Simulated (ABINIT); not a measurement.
The system is Li.

```
Li
1.0
     3.11100    0.00000    0.00000
    -1.55550    2.69421    0.00000
     0.00000    0.00000    5.09300
Li
2
Cartesian
  1.5555 0.8981 3.8197
  0.0000 1.7961 1.2732
```

This isn't the form of Li at room conditions, which is bcc.

```yaml
Program: ABINIT 10.8.3 (patched build)
Task: single point
Functional: PBE
Potentials_or_basis: JTH PAW PBE v2.0
Cutoff: 408 eV
k_mesh: 10 × 10 × 5
Occupations: fermi-dirac, width 0.05 eV
Spin: no spin polarisation
```

On this cell: pressure -0.7 GPa; largest force under 0.003 eV/Å; band gap on the k mesh none (metal or under the smearing width).

The same run follows on a disturbed copy (atoms moved at random, drawn with an rms of 0.05 Å):

```
Li
1.0
     3.11100    0.00000    0.00000
    -1.55550    2.69421    0.00000
     0.00000    0.00000    5.09300
Li
2
Direct
  0.66777 0.33675 0.75534
  0.33089 0.67143 0.24566
```

What does the disturbed cell give?

The energy (extrapolated to zero smearing) moves by +0.7 meV/atom; pressure -0.7 GPa; largest force 0.056 eV/Å; band gap on the k mesh none (metal or under the smearing width).

Forces on the atoms (eV/Å):
```
Li  -0.002  0.000 -0.056
Li   0.002  0.000  0.056
```

Stress tensor (GPa, compression positive):
```
-0.63  0.02  0.00
 0.02 -0.62  0.00
 0.00  0.00 -0.81
```
